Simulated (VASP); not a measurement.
A run of VASP 6.6.1 is set up as follows.

INCAR

```
SYSTEM = Zr
  PREC = Accurate
  ENCUT = 600
  EDIFF = 1E-6
  ISMEAR = 1
  SIGMA = 0.1
  LREAL = .False.
  LASPH = .True.
  NELM = 80
  ALGO = Normal
  ISIF = 3
  LWAVE = .False.
  LCHARG = .False.
  GGA = PS
  IBRION = 2
  NSW = 90
  EDIFFG = -0.01
  PSTRESS = 170.0
```

KPOINTS

```
regular mesh
0
Gamma
  9 9 12
  0 0 0
```

Contents of POSCAR:

```
Zr
1.0
    5.0328000000      0.0000000000      0.0000000000
   -2.5164000000      4.3585326500      0.0000000000
    0.0000000000      0.0000000000      3.1324000000
Zr
3
Direct
    0.6666666700      0.3333333300      0.5000000000
    0.3333333300      0.6666666700      0.5000000000
    0.0000000000      0.0000000000      0.0000000000
```

Potentials or basis: VASP PAW PBE potentials, release 64 (Zr_sv).

Launch:

```console
$ cat potpaw_PBE.64/Zr_sv/POTCAR > POTCAR
$ mpirun -np 1 vasp_std > vasp.out
```

Question: What does it give for the relaxed volume?

Answer: 19.47 Å³/atom.

Question: Estimate the relaxed cell.

Answer: a = 4.758 Å, b = 4.758 Å, c = 2.979 Å, α = 90.00°, β = 90.00°, γ = 120.00°.

Question: Estimate the band gap on the k mesh.

Answer: None (metal or under the smearing width).

Question: Predict the space group after relaxing (to 0.05 Å).

Answer: P6/mmm (No. 191).

Final structure:
```
Zr
1.0
     4.75836    0.00000    0.00000
    -2.37918    4.12086    0.00000
     0.00000    0.00000    2.97898
Zr
3
Direct
  0.66667 0.33333 0.50000
  0.33333 0.66667 0.50000
  0.00000 0.00000 0.00000
```

Caveat: the cell is relaxed towards a set pressure, so the enthalpy falls and the energy may rise; the PAW data sets were made with another functional, which shifts forces and pressure a little.
